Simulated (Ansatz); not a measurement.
# Eu (Im-3m) in Ansatz: notebook

Aim: see how the results for Eu move with the level of theory and the settings. Levels: PBEsol, PBEsol+U. Tasks: density of states.

Everything below comes from runs of Ansatz 0.2.0. Logs are shortened: lines on timing, memory, paths and dates and some standing lists are left out, and cuts for length are marked.

**1. The structure**

The structure is cubic, space group Im-3m (No. 229). The conventional cell has a = 4.606 Å, b = 4.606 Å, c = 4.606 Å, α = 90.00°, β = 90.00°, γ = 90.00°. Eu (site symmetry m-3m) is surrounded by 8 Eu at 3.99 Å.

**2. Density of states, PBEsol, collinear spin, ferromagnetic start**

The input, input.yaml:

```yaml
crystal:
  lattice:
    - [-2.303, 2.303, 2.303]
    - [2.303, -2.303, 2.303]
    - [2.303, 2.303, -2.303]
  atoms:
    - { symbol: Eu, position: [0.0, 0.0, 0.0], spin: 7.0 }
kpoints:
  mp_grid: { grid: [8, 8, 8] }
scf:
  occupations: { method: fermi_dirac, width: 0.05 }
hamiltonian:
  xc: pbesol
  pseudopotentials: { kind: all_electron, lapw: { basis_error: 0.001 } }
magnetization:
  spin_polarized: true
output:
  forces: true
  stress: true
  eigenvalues: true
  dos: { projected: false, de: 0.1, e_range: [-14, 8] }
```

Potentials or basis: all-electron LAPW, scalar-relativistic.

Run with:

```
$ ansatz run input.yaml --threads 2 --pin off --max-ram 6144MiB --backend cpu --events-out ev --progress --plain --runs-dir out
```

What it wrote:

```text
Warning: RAYON_NUM_THREADS=2 ignored (pool sized by the plan → 2); use --threads N
LAPW: plane waves up to 6.425 Å⁻¹, error target 1.0e-3 eV per atom; small_component_spin mean_spin; Eu in spheres of 1.994 Å, 27 of its electrons in bands, Dirac shells [] (how accurate: hamiltonian.pseudopotentials.lapw.basis_error, Limitations)
Engine: ansatz 0.2.0, aarch64-unknown-linux-gnu
Pseudopotentials: kind: all_electron
Pseudopotential: Eu, LAPW, valence charge 27, lapw/all_electron/scalar/gaussian/Eu, Koelling and Harmon's equation, gaussian nucleus
Functional definition: PBEsol
  exchange = pbesol_x
  correlation = pbesol_c
Crystal: 1 atoms, lattice volume = 48.859 Å³
Basis set: ecut = 157.29591385195351 eV, 225 PW (Γ), exchange–correlation at level 2
Bands: 21, of which v1, the nominal top of the filled ones, is band 14 counted from 1 (13 counted from 0)
Symmetry: 48 space group operations
Space group: Im-3m (ITA 229), of the structure as read, at distance tolerance 3.7e-5 Å
Magnetic group: BNS 229.140 (UNI 1642), of the structure as read, at distance tolerance 3.7e-5 Å
k-points: 29 of 512
Non-local potential: Eu, projectors of the file, none
Initial density: superposition of atomic densities (chi_scale 0.1, normalization cell)
Starting moments: Σ|m| = 7 μB on 1 of 1 site
Initial wavefunctions: plane waves of lowest kinetic energy (no species holds an atomic orbital)
Functional: x = pbesol(κ = 0.804, μ = 0.12345679012345678), c = pbesol(β = 0.046)
iter 1 solved again at ethr=4.42e-5 eV; its pass at ethr=1.00e-1 eV (dr2=1.19e-2 eV) is discarded
SCF iter   1: F=—  HF=-294969.147634 eV  |F-HF|=—  |Δ(HF+E_count)|=         —  Δρ=2.97e-3 (↑2.97e-3 ↓2.20e-3)  dr2=1.20e-2  dr2_m=1.28e-3  M=7.158 μB ∫|m|=7.158 μB  β_m=0.30  ethr=4.42e-5  ⟨swp⟩=3.2  Hψ=8136  notcnv=0
Mixer restart at iter 1: flushing history
preconditioner: auto → Kerker (q_TF=auto, 2.472 Å⁻¹)  [metal: Δε(μ)=0.055 eV  Ē_g=11.214 eV  σ=0.050 eV  W_gap=0.26  n_scr=12 (ndim 8)  ℏωp=20.6 eV  f_vac=0.000  D(μ)=1.30/eV (n_scr^D=12)]
spin=Collinear: Kerker preconditioning applied to the charge; magnetization (m = ρ↑ − ρ↓) channel mixes plain (no charge-response kernel on spin).
SCF iter   2: F=—  HF=-294969.148682 eV  |F-HF|=—  |Δ(HF+E_count)|=   1.05e-3  Δρ=2.44e-3 (↑2.44e-3 ↓1.88e-3)  dr2=8.07e-3  dr2_m=9.81e-4  M=7.187 μB ∫|m|=7.187 μB  β_m=0.65  ethr=4.42e-5  ⟨swp⟩=2.0  Hψ=3597  notcnv=0
SCF iter   3: F=—  HF=-294969.158336 eV  |F-HF|=—  |Δ(HF+E_count)|=   9.65e-3  Δρ=1.44e-3 (↑1.44e-3 ↓1.03e-3)  dr2=3.26e-3  dr2_m=2.94e-4  M=7.247 μB ∫|m|=7.247 μB  β_m=0.57  ethr=2.99e-5  ⟨swp⟩=2.2  Hψ=3612  notcnv=0
SCF iter   4: F=—  HF=-294969.157256 eV  |F-HF|=—  |Δ(HF+E_count)|=   1.08e-3  Δρ=8.41e-4 (↑8.41e-4 ↓7.51e-4)  dr2=1.05e-3  dr2_m=1.66e-4  M=7.290 μB ∫|m|=7.291 μB  β_m=0.79  ethr=1.21e-5  ⟨swp⟩=2.0  Hψ=3600  notcnv=0
SCF iter   5: F=—  HF=-294969.159032 eV  |F-HF|=—  |Δ(HF+E_count)|=         —  Δρ=2.87e-4 (↑2.87e-4 ↓2.54e-4)  dr2=1.56e-4  dr2_m=1.78e-5  M=7.339 μB ∫|m|=7.339 μB  β_m=0.87  ethr=3.91e-6  ⟨swp⟩=2.8  Hψ=3666  notcnv=0
the basis was enlarged: its passes take 111.0 KiB over the memory plan, 2 of 2 planned eigensolver slots
SCF iter   6: F=—  HF=-294969.159187 eV  |F-HF|=—  |Δ(HF+E_count)|=   1.55e-4  Δρ=8.28e-5 (↑8.28e-5 ↓6.52e-5)  dr2=1.86e-5  dr2_m=6.62e-7  M=7.360 μB ∫|m|=7.360 μB  β_m=0.93  ethr=5.78e-7  ⟨swp⟩=3.0  Hψ=3677  notcnv=0
SCF iter   7: F=—  HF=-294969.159226 eV  |F-HF|=—  |Δ(HF+E_count)|=   3.89e-5  Δρ=4.27e-5 (↑4.27e-5 ↓3.26e-5)  dr2=4.98e-6  dr2_m=1.56e-7  M=7.364 μB ∫|m|=7.364 μB  β_m=0.97  ethr=6.88e-8  ⟨swp⟩=2.5  Hψ=3624  notcnv=0
iter 8 solved again at ethr=1.77e-10 eV; its pass at ethr=1.84e-8 eV (dr2=4.78e-8 eV) is discarded
SCF iter   8: F=—  HF=-294969.159233 eV  |F-HF|=—  |Δ(HF+E_count)|=   6.71e-6  Δρ=4.11e-6 (↑3.22e-6 ↓4.11e-6)  dr2=4.78e-8  dr2_m=4.46e-10  M=7.368 μB ∫|m|=7.368 μB  β_m=0.97  ethr=1.77e-10  ⟨swp⟩=2.1  Hψ=5973  notcnv=0
SCF iter   9: F=—  HF=-294969.159233 eV  |F-HF|=—  |Δ(HF+E_count)|=   2.76e-8  Δρ=2.11e-6 (↑2.00e-6 ↓2.11e-6)  dr2=4.03e-9  dr2_m=1.35e-9  M=7.368 μB ∫|m|=7.368 μB  β_m=0.99  ethr=1.77e-10  ⟨swp⟩=2.4  Hψ=3617  notcnv=0
SCF iter  10: F=-294969.159233 eV  HF=-294969.159233 eV  |F-HF|=3.29e-8  |Δ(HF+E_count)|=   4.15e-8  Δρ=8.22e-7 (↑8.22e-7 ↓6.00e-7)  dr2=4.55e-10  dr2_m=1.14e-10  M=7.367 μB ∫|m|=7.368 μB  ethr=1.49e-11  ⟨swp⟩=3.0  Hψ=3689  notcnv=0
SCF 1 converged in 10 iterations: F = -294969.159233 eV  dr2 = 4.55e-10
SCF converged after 10 iterations
Magnetization: 7.3674 μB (17.1837 up, 9.8163 down)
Absolute magnetization: 7.3676 μB (∫|ρ↑−ρ↓|)
Spin contamination: 0.0042 ħ² per cell (⟨S²⟩ above its minimum at these occupations)
Per-site moments (μB) at R_I (Å): [(7.1926166616299945, 1.99445647519583)]
Free energy (F): -294969.159233 eV
Harris-Foulkes:  -294969.159233 eV  (|F-HF|=3.29e-8)
Internal energy: -294969.145789 eV  (E = F + TS)
E sigma→0 (E₀):  -294969.152511 eV
Entropy (-TS):   -0.013444 eV (-13.444 meV/atom)
Fermi energy:    9.069514 eV
--- Per-component energies (eV) ---
  E_band       = -1255.372577
  E_kinetic    = 319743.748701
  E_xc         = -6517.638160
  E_electrostatic = -608195.256330  (all electrons and nuclei)
  E_smearing   = -0.013444  (= −TS)
  E_closure    = 0.000000  (closes the sum)
  E_atoms      = -294958.727659  (free atoms, spherical and without spin; not in F)
  Σ components = -294969.159233   (vs F -294969.159233, Δ=0.00e0)
  Basis errors (estimates in eV, not in F): energy 6.0e-5 per atom: plane waves 2.1e-5 (1.1e-5 summed), levels above the bands 2.4e-29, relativity 1.1e-7, radial functions 3.9e-5, core shells 2.4e-8; eigenvalues (radial functions only) 1.0e-6; not estimated: angular momenta, meshes, grids; target (lapw.basis_error) 1.0e-3; muffin-tin radii Eu 1.994 Å
--- Forces (eV/Å), atoms counted from 1 ---
  atom   1  Eu    -0.00000000     0.00000000    -0.00000000
  max |Σ_I F_I| component: 5.75e-31 eV/Å
--- Stress (GPa, compression-positive) ---
       -2.519574      -0.000000       0.000000
       -0.000000      -2.519574      -0.000000
        0.000000      -0.000000      -2.519574
  P = ⅓ Tr σ = -2.5196 GPa (-25.196 kbar)
--- Band table (eV; the first three rows and the last of 58) ---
  k-point 0 ↑: bands = ["-123.4603", "-123.4603", "-123.4603", "-123.4555", "-123.4555", "-32.5797", "-11.2724", "-11.2724", "-11.2724", "4.8834", "8.4941", "8.4941", "8.4941", "8.6166", "8.6166", "8.6166", "8.6521", "10.7357", "10.7357", "10.7357", "12.2322"]
  k-point 1 ↑: bands = ["-123.4603", "-123.4603", "-123.4603", "-123.4555", "-123.4555", "-32.5771", "-11.3140", "-11.2861", "-11.2724", "5.1893", "8.4937", "8.4980", "8.5038", "8.6030", "8.6065", "8.6106", "8.6349", "10.5254", "10.6062", "11.0620", "11.9860"]
  k-point 2 ↑: bands = ["-123.4603", "-123.4603", "-123.4603", "-123.4555", "-123.4555", "-32.5708", "-11.4122", "-11.3188", "-11.2724", "6.0152", "8.4959", "8.5021", "8.5332", "8.5658", "8.5761", "8.6038", "8.6290", "10.0552", "10.0821", "11.9672", "11.9811"]
  k-point 28 ↓: bands = ["-118.0420", "-118.0420", "-118.0420", "-118.0287", "-118.0287", "-29.4364", "-9.1575", "-9.1575", "-9.1575", "9.0052", "9.0052", "12.7792", "12.7792", "12.7792", "13.0702", "13.3787", "13.3787", "13.3787", "14.5819", "14.5819", "14.5819"]
```

Run time: 5.3 s. Hardware: 2 threads of Arm Neoverse V2, shared host; peak memory 0.34 GiB.

What came out:

```yaml
Free_energy: -294969.1592 eV
Pressure: -2.5 GPa
Band_gap_on_the_k_mesh: none (metal or under the smearing width)
Net_moment: 7.37 μB per cell
Absolute_moment: 7.37 μB per cell
Site_moments: Eu +7.19 μB
```

Levels at points of the mesh, in eV from the Fermi level:
Spin up:
| k point | band 13 | band 14 | band 15 | band 16 | band 17 | band 18 | band 19 | band 20 | band 21 |
| --- | --- | --- | --- | --- | --- | --- | --- | --- | --- |
| (0.00, 0.00, 0.00) | -0.58 | -0.45 | -0.45 | -0.45 | -0.42 | 1.67 | 1.67 | 1.67 | 3.16 |
| (0.00, 0.00, -0.50) | -0.55 | -0.48 | -0.47 | -0.45 | -0.44 | 0.44 | 0.47 | 3.01 | 3.66 |
| (-0.50, -0.50, -0.50) | -0.55 | -0.55 | -0.55 | -0.43 | -0.43 | -0.43 | 4.18 | 4.18 | 4.18 |
Spin down:
| k point | band 8 | band 9 | band 10 | band 11 | band 12 | band 13 |
| --- | --- | --- | --- | --- | --- | --- |
| (0.00, 0.00, 0.00) | -17.98 | -17.98 | -3.46 | 2.64 | 2.64 | 2.64 |
| (0.00, 0.00, -0.50) | -18.09 | -17.98 | -0.84 | 1.16 | 1.33 | 3.80 |
| (-0.50, -0.50, -0.50) | -18.23 | -18.23 | -0.06 | -0.06 | 3.71 | 3.71 |

States per cell in windows of 1 eV (zero at the Fermi level; states under -8 eV left out):
| from (eV) | up | down |
| --- | --- | --- |
| -8.0 | 0.00 | 0.00 |
| -7.0 | 0.00 | 0.00 |
| -6.0 | 0.00 | 0.00 |
| -5.0 | 0.00 | 0.00 |
| -4.0 | 0.09 | 0.02 |
| -3.0 | 0.21 | 0.11 |
| -2.0 | 0.50 | 0.24 |
| -1.0 | 7.40 | 0.50 |
| 0.0 | 1.37 | 0.79 |
| 1.0 | 0.45 | 1.08 |
| 2.0 | 0.90 | 0.49 |
| 3.0 | 1.07 | 2.50 |
| 4.0 | 0.01 | 6.20 |
| 5.0 | 0.00 | 0.07 |
| 6.0 | 0.00 | 0.00 |

Caveat: an open f shell can end in a state above the lowest; spin-orbit coupling is left out, which moves the levels of the heavy elements. The state reached can hang on the start; a lower one may exist.

**3. Density of states, PBEsol+U, collinear spin, ferromagnetic start**

Changes to input.yaml since step 2:

```diff
@@ -14,2 +14,6 @@
   pseudopotentials: { kind: all_electron, lapw: { basis_error: 0.001 } }
+  hubbard:
+    sites: [{ species: Eu, l: f, u_eff: 2 }]
+    double_counting: fll
+    projectors: ortho-atomic
 magnetization:
@@ -21 +25,2 @@
   dos: { projected: false, de: 0.1, e_range: [-14, 8] }
+  hubbard: {}
```

Potentials or basis: all-electron LAPW, scalar-relativistic.

Run with:

```
$ ansatz run input.yaml --threads 2 --pin off --max-ram 6144MiB --backend cpu --events-out ev --progress --plain --runs-dir out
```

Wall time 5.6 s (2 threads of Arm Neoverse V2, shared host); peak memory 0.36 GiB.

It converged, with:

* Free energy: -294969.0823 eV
* Pressure: -1.9 GPa
* Band gap on the k mesh: none (metal or under the smearing width)
* Net moment: 7.36 μB per cell
* Absolute moment: 7.36 μB per cell
* Site moments: Eu +7.21 μB

Levels at points of the mesh, in eV from the Fermi level:
Spin up:
```tsv
k point	band 15	band 16	band 17	band 18	band 19	band 20
(0.00, 0.00, 0.00)	-1.07	-1.07	-1.03	1.74	1.74	1.74
(0.00, 0.00, -0.50)	-1.08	-1.07	-1.05	0.46	0.52	3.08
(-0.50, -0.50, -0.50)	-1.04	-1.04	-0.83	-0.83	4.23	4.23
```
Spin down:
| k point | band 6 | band 7 | band 8 | band 9 | band 10 | band 11 | band 12 | band 13 | band 14 | band 15 |
| --- | --- | --- | --- | --- | --- | --- | --- | --- | --- | --- |
| (0.00, 0.00, 0.00) | -38.29 | -17.78 | -17.78 | -17.78 | -3.48 | 2.68 | 2.68 | 2.68 | 4.34 | 4.34 |
| (0.00, 0.00, -0.50) | -38.27 | -18.14 | -17.90 | -17.78 | -0.85 | 1.17 | 1.36 | 4.16 | 4.95 | 4.99 |
| (-0.50, -0.50, -0.50) | -38.25 | -18.03 | -18.03 | -18.03 | -0.07 | -0.07 | 4.45 | 4.45 | 4.45 | 5.34 |

States per cell in windows of 0.5 eV (zero at the Fermi level; states under -8 eV left out):
```csv
from (eV),up,down
-8.0,0.00,0.00
-7.5,0.00,0.00
-7.0,0.00,0.00
-6.5,0.00,0.00
-6.0,0.00,0.00
-5.5,0.00,0.00
-5.0,0.00,0.00
-4.5,0.00,0.00
-4.0,0.03,0.00
-3.5,0.06,0.02
-3.0,0.08,0.05
-2.5,0.12,0.07
-2.0,0.25,0.10
-1.5,7.04,0.15
-1.0,0.40,0.24
-0.5,0.20,0.26
0.0,0.78,0.22
0.5,0.55,0.55
1.0,0.34,0.63
1.5,0.12,0.43
2.0,0.31,0.24
2.5,0.53,0.18
3.0,0.52,0.33
3.5,0.63,0.49
4.0,0.01,0.69
4.5,0.00,0.95
5.0,0.00,1.85
5.5,0.00,4.56
6.0,0.00,0.00
6.5,0.00,0.00
```

Caveat: the magnetic state may not be the lowest; an open f shell can end in a state above the lowest; spin-orbit coupling is left out, which moves the levels of the heavy elements. The state reached can hang on the start; a lower one may exist.

(Continued in part 2 of 3.)
